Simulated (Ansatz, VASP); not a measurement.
# MgS in VASP and in Ansatz

```
CELL_PARAMETERS angstrom
0.00000 2.61509 2.61509
2.61509 0.00000 2.61509
2.61509 2.61509 0.00000
ATOMIC_POSITIONS crystal
Mg 0.00000 0.00000 0.00000
S 0.50000 0.50000 0.50000
```

Alike in both runs: functional PBE; k mesh 6 × 6 × 6; occupations gaussian, width 0.02 eV; no spin polarisation.

Ansatz relaxed the structure, and its values are those at the end. VASP's run is a single point on that final structure, the one shown.

```csv
,VASP,Ansatz
version,VASP 6.6.1,Ansatz 0.2.0
potentials or method,"VASP PAW PBE potentials, release 64 (Mg, S)","scalar-relativistic, plane waves, PAW"
plane-wave cutoff (eV),520,420
valence electrons in the cell,8,16
```

```tsv
	VASP	Ansatz	Ansatz less VASP
gap on the k mesh at the Fermi level (eV)	2.74	2.75	+0.014
least direct gap on the mesh (eV)	3.59	3.60	+0.012
pressure (GPa)	-0.3	0.0	+0.30
```

With one functional, cell and mesh, what is left measures potentials, basis and numerics. The two sets of potentials don't hold the same shells in valence.

A k mesh can miss the band edges. PBE gaps usually lie below the measured ones, often by a third to a half.
